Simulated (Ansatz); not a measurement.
## How RbCl (Fm-3m) stiffens under pressure

```xyz
2
Lattice="0.0000 3.2740 3.2740 3.2740 0.0000 3.2740 3.2740 3.2740 0.0000" Properties=species:S:1:pos:R:3 pbc="T T T"
Rb    0.0000    0.0000    0.0000
Cl    3.2740    3.2740    3.2740
```

This is the zero-pressure cell. At each pressure cell and atoms are relaxed in this structure, and the constants are slopes of the stress at strains of ±0.005 with relaxed ions (the coefficients that govern stability under load). Level: PBEsol, PAW on Ansatz 0.2.0's default frozen-core files (fitted under PBE), scalar-relativistic; k mesh 6×6×6, strains of ±0.005, fixed occupations, cutoff 420 eV. P is the pressure of the relaxed cell, less that of this one.

```
P (GPa)    V/V₀  C11 (GPa)  C12 (GPa)  C44 (GPa)
   0.00  1.0000       38.2        5.4        5.1
   1.04       ?          ?          ?          ?
   2.02  0.9079       63.1        7.7        3.7
   4.01  0.8507       85.7        9.9        2.2
   7.03  0.7907      118.1       13.1       -0.2
  10.03  0.7480      148.9       16.1       -2.7
  15.03  0.6963      197.9       21.0       -7.2
```

**Question.** Does the bulk modulus from the constants agree with the pressure-volume curve?

**Answer.** A third-order Birch-Murnaghan fit to the volumes shown (F against f, f = [(V₀/V)^(2/3) − 1]/2) gives B₀ = 16.4 GPa and B′ = 5.1. Its −V dP/dV stands beside (C11 + 2C12)/3:

| P (GPa) | from P(V) | from the constants |
| --- | --- | --- |
| 0.00 | 16.4 | 16.3 |
| 2.02 | 26.2 | 26.2 |
| 4.01 | 35.1 | 35.2 |
| 7.03 | 48.0 | 48.1 |
| 10.03 | 60.4 | 60.4 |
| 15.03 | 80.5 | 80.0 |

**Question.** What are the pressure derivatives at zero pressure?

**Answer.** Slopes at V₀ of quadratic fits in −ln(V/V₀) through the first four rows shown, divided by B₀: dC11/dP = 11.9, dC12/dP = 1.1, dC44/dP = -0.5. The mean slopes up to 4.0 GPa are 11.8, 1.1, -0.7; curvature and scatter of the constants part the two. The combination (dC11/dP + 2 dC12/dP)/3 = 4.7 stands against B′.

**Question.** Fill the row at 1.04 GPa.

**Answer.** Cubic fits in −ln(V/V₀) through all rows shown give C11 = 51.4, C12 = 6.6, C44 = 4.4 GPa. Computed: V/V₀ = 0.9463, C11 (GPa) = 51.3, C12 (GPa) = 6.6, C44 (GPa) = 4.4.

**Question.** Does a shear stiffness soften?

**Answer.** C44 goes from 5.1 to -7.2 GPa; (C11 − C12)/2 goes from 16.4 to 88.4 GPa. The lattice turns mechanically unstable between 4.0 and 7.0 GPa, where the matrix gains a negative eigenvalue.

Keep in mind: no other phase was computed; many crystals of this kind change structure within this range, and rows or crossings beyond such a change describe a metastable lattice; frozen-core PAW files fitted under PBE, their cores solved anew for the functional of the run; phonons weren't checked at these pressures.
